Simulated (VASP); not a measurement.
# ZnS (P6_3mc) in VASP: a series of runs

ZnS is run at these levels: r2SCAN; tasks: single point.

Program: VASP 6.6.1. These are calculated values, not measurements. Logs are shortened: lines on timing, memory, paths and dates and some standing lists are left out, and cuts for length are marked.

**The experiment to reproduce.**

From a printed reference work, monograph, for a bulk crystal of ZnS at 4 K: band gap 3.911 eV (direct).

How close the calculation comes is told below.

## (1) The cell of the first run

It takes space group P6_3mc (No. 186, hexagonal). Conventional cell: a = 3.807 Å, b = 3.807 Å, c = 6.246 Å, α = 90.00°, β = 90.00°, γ = 120.00°. Zn (site symmetry 3m) has 4 S at 2.33 to 2.34 Å within 3.1 Å. Within 3.1 Å of S (site symmetry 3m) lie 4 Zn at 2.33 to 2.34 Å.

## (2) Single point, r2SCAN

POSCAR reads:

```
ZnS
1.0
    3.8067217473      0.0000000000      0.0000000000
   -1.9033608736      3.2967177383      0.0000000000
    0.0000000000      0.0000000000     12.4914703042
Zn S
4 4
Direct
    0.3333333333      0.6666666667      0.0026940355
    0.3333333333      0.6666666667      0.5026940355
    0.6666666667      0.3333333333      0.2526940355
    0.6666666667      0.3333333333      0.7526940355
    0.3333333333      0.6666666667      0.1898059645
    0.3333333333      0.6666666667      0.6898059645
    0.6666666667      0.3333333333      0.4398059645
    0.6666666667      0.3333333333      0.9398059645
```

INCAR.step1 reads:

```
PREC = Accurate ; ENCUT = 520
ISMEAR = 0 ; SIGMA = 0.05
LREAL = F ; LASPH = T
NELM = 80 ; NBANDS = 46
GGA = PE ; ALGO = Normal
EDIFF = 1E-4 ; LWAVE = T
LCHARG = F
```

INCAR.step2 reads:

```
PREC = Accurate ; ENCUT = 520
EDIFF = 1E-6 ; ISMEAR = 0
SIGMA = 0.05 ; LREAL = F
LASPH = T ; NELM = 80
ALGO = Normal ; ISIF = 2
LWAVE = F ; LCHARG = F
METAGGA = R2SCAN ; LMIXTAU = T
NBANDS = 46 ; ISTART = 1
```

KPOINTS reads:

```
regular mesh
0
Gamma
  6 6 2
```

Potentials or basis: VASP PAW PBE potentials, release 64 (Zn, S).

Command:

```
> cat potpaw_PBE.64/Zn/POTCAR potpaw_PBE.64/S/POTCAR > POTCAR
> cp INCAR.step1 INCAR
> mpirun -np 1 vasp_std > vasp.out
> cp INCAR.step2 INCAR
> mpirun -np 1 vasp_std > vasp.out
```

OUTCAR:

```text
PREC = Accurate
   ENCUT = 520
   EDIFF = 1E-6
   ISMEAR = 0
   LREAL = F
   LASPH = T
   NELM = 80
   ISIF = 2
   METAGGA = R2SCAN
   ISTART = 1

 ion  position               nearest neighbor table
   1  0.333  0.667  0.003-   8 2.33   8 2.33   8 2.33   5 2.34
   2  0.333  0.667  0.503-   7 2.33   7 2.33   7 2.33   6 2.34
   3  0.667  0.333  0.253-   5 2.33   5 2.33   5 2.33   7 2.34
   4  0.667  0.333  0.753-   6 2.33   6 2.33   6 2.33   8 2.34
   5  0.333  0.667  0.190-   3 2.33   3 2.33   3 2.33   1 2.34
   6  0.333  0.667  0.690-   4 2.33   4 2.33   4 2.33   2 2.34
   7  0.667  0.333  0.440-   2 2.33   2 2.33   2 2.33   3 2.34
   8  0.667  0.333  0.940-   1 2.33   1 2.33   1 2.33   4 2.34

  LATTYP: Found a hexagonal cell.
 ALAT       =     3.8067217473
 C/A-ratio  =     3.2814245783

  Lattice vectors:

 A1 = (   3.8067217473,   0.0000000000,   0.0000000000)
 A2 = (  -1.9033608736,   3.2967177383,   0.0000000000)
 A3 = (   0.0000000000,   0.0000000000,  12.4914703042)

Analysis of symmetry for initial positions (statically):
=====================================================================
 Subroutine PRICEL returns following result:

  LATTYP: Found a hexagonal cell.
 ALAT       =     3.8067217473
 C/A-ratio  =     1.6407122891

  Lattice vectors:

 A1 = (   3.8067217473,   0.0000000000,   0.0000000000)
 A2 = (  -1.9033608736,   3.2967177383,   0.0000000000)
 A3 = (   0.0000000000,   0.0000000000,   6.2457351521)

   2 primitive cells build up your supercell.

 Routine SETGRP: Setting up the symmetry group for a
 hexagonal supercell.

 Subroutine GETGRP returns: Found 12 space group operations
 (whereof  6 operations were pure point group operations)
 out of a pool of 24 trial point group operations.

The static configuration has the point symmetry C_3v.
 The point group associated with its full space group is C_6v.

Analysis of symmetry for dynamics (positions and initial velocities):
=====================================================================
 Subroutine PRICEL returns following result:

  LATTYP: Found a hexagonal cell.
 ALAT       =     3.8067217473
 C/A-ratio  =     1.6407122891

  Lattice vectors:

 A1 = (   3.8067217473,   0.0000000000,   0.0000000000)
 A2 = (  -1.9033608736,   3.2967177383,   0.0000000000)
 A3 = (   0.0000000000,   0.0000000000,   6.2457351521)

   2 primitive cells build up your supercell.

 Routine SETGRP: Setting up the symmetry group for a
 hexagonal supercell.

 Subroutine GETGRP returns: Found 12 space group operations
 (whereof  6 operations were pure point group operations)
 out of a pool of 24 trial point group operations.

The dynamic configuration has the point symmetry C_3v.
 The point group associated with its full space group is C_6v.

 Subroutine INISYM returns: Found 12 space group operations
 (whereof  6 operations are pure point group operations),
 and found     2 'primitive' translations

----------------------------------------------------------------------------------------

                                     Primitive cell

  volume of cell :      78.3820

  direct lattice vectors                    reciprocal lattice vectors
     3.806721747  0.000000000  0.000000000     0.262693222  0.151666002  0.000000000
    -1.903360874  3.296717738  0.000000000     0.000000000  0.303332005  0.000000000
     0.000000000  0.000000000  6.245735152     0.000000000  0.000000000  0.160109255

  length of vectors
     3.806721747  3.806721747  6.245735152     0.303332005  0.303332005  0.160109255

  position of ions in fractional coordinates (direct lattice)
     0.333333333  0.666666667  0.005388071
     0.666666667  0.333333333  0.505388071
     0.333333333  0.666666667  0.379611929
     0.666666667  0.333333333  0.879611929

  ion indices of the primitive-cell ions
   primitive index   ion index
                 1           1
                 2           3
                 3           5
                 4           8

----------------------------------------------------------------------------------------

 KPOINTS: regular mesh

Automatic generation of k-mesh.
 Grid dimensions read from file:
 generate k-points for:    6    6    2

 Generating k-lattice:

  Cartesian coordinates                     Fractional coordinates (reciprocal lattice)
     0.043782204  0.025277667  0.000000000     0.166666667  0.000000000  0.000000000
     0.000000000  0.050555334  0.000000000     0.000000000  0.166666667  0.000000000
     0.000000000  0.000000000  0.040027314     0.000000000  0.000000000  0.500000000

  Length of vectors
     0.050555334  0.050555334  0.040027314

  Shift w.r.t. Gamma in fractional coordinates (k-lattice)
     0.000000000  0.000000000  0.000000000

 Subroutine IBZKPT returns following result:
 ===========================================

 Found     14 irreducible k-points:

 Following reciprocal coordinates:
            Coordinates               Weight
  0.000000  0.000000  0.000000      1.000000
  0.166667  0.000000  0.000000      6.000000
  0.333333  0.000000  0.000000      6.000000
  0.500000  0.000000  0.000000      3.000000
  0.166667  0.166667  0.000000      6.000000
  0.333333  0.166667  0.000000     12.000000
  0.333333  0.333333  0.000000      2.000000
  0.000000  0.000000  0.500000      1.000000
  0.166667  0.000000  0.500000      6.000000
  0.333333  0.000000  0.500000      6.000000
  0.500000  0.000000  0.500000      3.000000
  0.166667  0.166667  0.500000      6.000000
  0.333333  0.166667  0.500000     12.000000
  0.333333  0.333333  0.500000      2.000000
   k-points           NKPTS =     14   k-points in BZ     NKDIM =     14   number of bands    NBANDS=     46
   number of dos      NEDOS =    301   number of ions     NIONS =      8
   total plane-waves  NPLWV =  75264
   dimension x,y,z NGX =    28 NGY =   28 NGZ =   96
   dimension x,y,z NGXF=    56 NGYF=   56 NGZF=  192
   ions per type =               4   4
   NGX,Y,Z   is equivalent  to a cutoff of  12.23, 12.23, 12.78 a.u.
   NGXF,Y,Z  is equivalent  to a cutoff of  24.46, 24.46, 25.55 a.u.
 SYSTEM =  unknown system
   PREC   = accura    normal or accurate (medium, high low for compatibility)
   ISTART =      1    job   : 0-new  1-cont  2-samecut
   ICHARG =      0    charge: 1-file 2-atom 10-const
   ISPIN  =      1    spin polarized calculation?
   LNONCOLLINEAR =      F non collinear calculations
   LSORBIT =      F    spin-orbit coupling
   LASPH  =      T    aspherical Exc in radial PAW
   ENCUT  =  520.0 eV  38.22 Ry    6.18 a.u.   7.08  7.08 23.23*2*pi/ulx,y,z
   NELM   =     80;   NELMIN=  2; NELMDL=  0     # of ELM steps
   EDIFF  = 0.1E-05   stopping-criterion for ELM
   LREAL  =      F    real-space projection
   EDIFFG = 0.1E-04   stopping-criterion for IOM
   NSW    =      0    number of steps for IOM
   IBRION =     -1    ionic relax: 0-MD 1-quasi-New 2-CG
   NFREE  =      0    steps in history (QN), initial steepest desc. (CG)
   ISIF   =      2    stress and relaxation
   ISYM   =      2    0-nonsym 1-usesym 2-fastsym
   POTIM  = 0.5000    time-step for ionic-motion
   TEBEG  =    0.0;   TEEND  =   0.0 temperature during run
   PSTRESS=    0.0 pullay stress
   NELECT =      72.0000    total number of electrons
   NUPDOWN=      -1.0000    fix difference up-down
   EMIN   =  10.00;   EMAX   =-10.00  energy-range for DOS
   EFERMI =   0.00;   METHOD = LEGACY
   ISMEAR =     0;   SIGMA  =   0.05  broadening in eV -4-tet -1-fermi 0-gaus
   EFERMI_NEDOS =   21; number of points for ismear=-14 and -15
   IALGO  =     38    algorithm
   IMIX   =      4    mixing-type and parameters
     AMIX     =   0.40;   BMIX     =  1.00
     AMIX_MAG =   1.60;   BMIX_MAG =  1.00
  volume/ion in A,a.u.               =      19.60       132.24
  Fermi-wavevector in a.u.,A,eV,Ry     =   1.263097  2.386908 21.706940  1.595415
  Thomas-Fermi vector in A             =   2.396472
   LORBIT       =      0    0 simple, 1 ext, 2 COOP (PROOUT), +10 PAW based schemes
   METAGGA = R2SCAN    functional components
   LHFCALC =     F    Hartree Fock is set to
   AEXX    =    0.0000 exact exchange contribution
   IVDW    =     0    specifies the selected vdW correction
   LEPSILON=     F    determine dielectric tensor
   LRPA    =     F    only Hartree local field effects (RPA)
 non-spin polarized calculation
 Gauss-broadening in eV      SIGMA  =   0.05
  energy-cutoff  :      520.00
  volume of cell :      156.76
 maximum number of plane-waves:      4251
   NGX = 15   NGY = 15   NGZ = 47

 number of electron      71.9999987 magnetization

 Free energy of the ion-electron system (eV)
  ---------------------------------------------------
  ext. energy  EPLUGINS =         0.00000000
  ---------------------------------------------------
  free energy    TOTEN  =       -75.44247591 eV

  energy without entropy =      -75.44247591  energy(sigma->0) =      -75.44247591

 E-fermi :   2.1428     XC(G=0): -10.3107

 val. band max:        1.9151210194   @ k =   0.0000   0.0000   0.0000
 cond. band min:       4.7004395197   @ k =   0.0000   0.0000   0.0000
 fundamental gap:      2.7853185002
 Fermi energy:         2.1427645052

 k-point     1 :       0.0000    0.0000    0.0000
  band No.  band energies     occupation
      1     -11.8349      2.00000
      2     -11.3957      2.00000
      3     -11.3957      2.00000
      4     -10.8747      2.00000
      5      -4.6191      2.00000
      6      -4.6040      2.00000
[... 38 lines left out ...]
     45       9.1743      0.00000
     46       9.1748      0.00000

 k-point     2 :       0.1667    0.0000    0.0000
  band No.  band energies     occupation
      1     -11.6467      2.00000
      2     -11.2411      2.00000
      3     -11.2411      2.00000
      4     -10.7727      2.00000
      5      -4.6149      2.00000
      6      -4.6048      2.00000
[... 580 lines left out ...]
 k-point    14 :       0.3333    0.3333    0.5000
  band No.  band energies     occupation
      1     -10.6278      2.00000
      2     -10.6278      2.00000
      3     -10.6278      2.00000
      4     -10.6278      2.00000
      5      -4.5361      2.00000
      6      -4.5361      2.00000
[... 38 lines left out ...]
     45       9.9908      0.00000
     46       9.9908      0.00000

------------------------ aborting loop because EDIFF is reached ----------------------------------------

  FORCE on cell =-STRESS in cart. coord.  units (eV):
  Direction    XX          YY          ZZ          XY          YZ          ZX
  --------------------------------------------------------------------------------------
  -------------------------------------------------------------------------------------
  Total        0.0324583      0.0324583     -0.0059377      0.0000000      0.0000000      0.0000000
  in kB        0.3317343      0.3317343     -0.0606853      0.0000000      0.0000000      0.0000000
  external PRESSURE =       0.2009277 kB  Pullay stress =       0.0000000 kB

 VOLUME and BASIS-vectors are now :
 -----------------------------------------------------------------------------
  energy-cutoff  :      520.00
  volume of cell :      156.76
      direct lattice vectors                 reciprocal lattice vectors
     3.806721747  0.000000000  0.000000000     0.262693222  0.151666002  0.000000000
    -1.903360874  3.296717738  0.000000000     0.000000000  0.303332005  0.000000000
     0.000000000  0.000000000 12.491470304     0.000000000  0.000000000  0.080054627

 POSITION                                       TOTAL-FORCE (eV/Angst)
 -----------------------------------------------------------------------------------
     -0.00000      2.19781      0.03365        -0.000000      0.000000      0.002748
     -0.00000      2.19781      6.27939        -0.000000      0.000000      0.002748
      1.90336      1.09891      3.15652         0.000000      0.000000      0.002748
      1.90336      1.09891      9.40226         0.000000      0.000000      0.002748
     -0.00000      2.19781      2.37096         0.000000     -0.000000     -0.002748
     -0.00000      2.19781      8.61669         0.000000     -0.000000     -0.002748
      1.90336      1.09891      5.49382         0.000000     -0.000000     -0.002748
      1.90336      1.09891     11.73956         0.000000     -0.000000     -0.002748
 -----------------------------------------------------------------------------------
    total drift:                               -0.000000      0.000000      0.026855

  FREE ENERGIE OF THE ION-ELECTRON SYSTEM (eV)
  ---------------------------------------------------
  free  energy   TOTEN  =       -75.4424759135 eV

  energy  without entropy=      -75.4424759135  energy(sigma->0) =      -75.44247591
```

Run time: 6 min. Hardware: 1 thread of AMD EPYC 7R43 (Zen 3), shared host; peak memory 0.29 GiB.

What came out:

| Quantity | Value |
| --- | --- |
| Free energy | -75.4425 eV |
| Pressure | 0.0 GPa |
| Band gap on the k mesh | 2.79 eV |

Forces on the atoms (eV/Å):
```
Zn   0.000  0.000  0.003
Zn   0.000  0.000  0.003
Zn   0.000  0.000  0.003
Zn   0.000  0.000  0.003
S    0.000  0.000 -0.003
S    0.000  0.000 -0.003
S    0.000  0.000 -0.003
S    0.000  0.000 -0.003
```

Levels at points of the mesh, in eV from the valence-band top:
```csv
k point,band 34,band 35,band 36,band 37,band 38,band 39
"(0.00, 0.00, 0.00)",-0.09,0.00,0.00,2.79,3.62,4.11
"(0.50, 0.00, 0.00)",-1.66,-1.66,-0.91,3.96,3.96,4.04
"(0.00, 0.00, 0.50)",-0.15,-0.15,-0.15,3.66,3.66,3.78
"(0.50, 0.00, 0.50)",-1.45,-1.15,-1.15,3.90,3.90,4.19
```

Caveat: the PAW data sets were made with another functional, which shifts forces and pressure a little.

(Part 1 of 2 ends here.)
